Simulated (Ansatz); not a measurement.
# Cu: the cost of one run

Program: Ansatz 0.2.0. Level of theory: DFT LDA, scalar-relativistic, plane waves, PAW. These are calculated values, not measurements.

### 1 The starting structure

The structure is cubic, space group Fm-3m (No. 225). Conventional cell: a = 3.610 Å, b = 3.610 Å, c = 3.610 Å, α = 90.00°, β = 90.00°, γ = 90.00°. Cu (site symmetry m-3m) is surrounded by 12 Cu at 2.55 Å.

As a file:

```
Cu
1.0
     0.00000    1.80500    1.80500
     1.80500    0.00000    1.80500
     1.80500    1.80500    0.00000
Cu
1
Direct
  0.00000 0.00000 0.00000
```

### 2 Relaxing cell and atoms: Cu, no spin

Contents of input.yaml:

```yaml
crystal:
  lattice:
    - [0.0, 1.805, 1.805]
    - [1.805, 0.0, 1.805]
    - [1.805, 1.805, 0.0]
  atoms:
    - { symbol: Cu, position: [0.0, 0.0, 0.0] }
scf:
  occupations: { method: gaussian, width: 0.1 }
output:
  forces: true
  stress: true
  eigenvalues: true
  write_density: true
  write_potential: true
  elf: true
  volumetric_format: npy
kpoints:
  mp_grid: { grid: [38, 38, 38] }
hamiltonian:
  xc: lda
  pseudopotentials: { kind: paw, azcp: { folder: soft_1 } }
relax:
  f_tol: 0.003
  max_steps: 60
  cell: { stress_tol: 0.02 }
```

On the command line:

```
ansatz run input.yaml --threads 8 --pin off --max-ram 16384MiB --backend cpu --events-out ev --progress --plain --runs-dir out
```

What time and memory should one allow on 8 threads of Intel Xeon 6975P-C (Granite Rapids), shared host?

About 11 s, with a peak of 0.65 GiB.
